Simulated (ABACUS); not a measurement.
Runs of ABACUS 3.10.1 on MgB2. Symmetry: P6/mmm, No. 191, hexagonal system. Conventional cell: a = 3.085 Å, b = 3.085 Å, c = 3.523 Å, α = 90.00°, β = 90.00°, γ = 120.00°. Mg (site symmetry 6/mmm) has 12 B at 2.51 Å as nearest neighbours. B (site symmetry -6m2) is surrounded by 3 B at 1.78 Å. 

```csv
task,level,potentials or basis,cell,k mesh,eigensolver,symmetry key,path,points for each segment of the path,max steps of the relaxation,gap on the mesh (eV),pressure (GPa),relaxed volume (Å³/atom)
single point,PBE,"PseudoDojo NC SR 0.4.1 PBE standard, TZDP LCAO (the cutoffs set its grid)",as given,9 × 9 × 7,genelpa,1,-,-,-,none,-0.7,-
single point,r2SCAN,"SG15 ONCV 1.2 PBE, DZP LCAO (the cutoffs set its grid)",as given,7 × 7 × 6,genelpa,1,-,-,-,none,(a),-
relaxation of cell and atoms,PBE,"PseudoDojo NC SR 0.4.1 PBE standard, TZDP LCAO (the cutoffs set its grid)",relaxed,9 × 9 × 7,scalapack_gvx,1,-,-,60,-,0.0,9.65
relaxation of cell and atoms,r2SCAN,"SG15 ONCV 1.2 PBE, DZP LCAO (the cutoffs set its grid)",relaxed,7 × 7 × 6,genelpa,1,-,-,-,none,0.0,9.56
```

Alike in all rows: no spin polarisation; cutoff (eV) 1361; smearing fermi-dirac 0.05 eV.

Estimate the missing entries.

(a) -2.0.

Caveats: the atomic orbitals were generated for these runs and aren't a published set; the basis of atomic orbitals isn't converged, which shifts pressures, moduli and gaps; the potentials were made for another functional, which shifts forces and pressure (some runs).

A gap of «none» marks a metal or a gap under the smearing width.
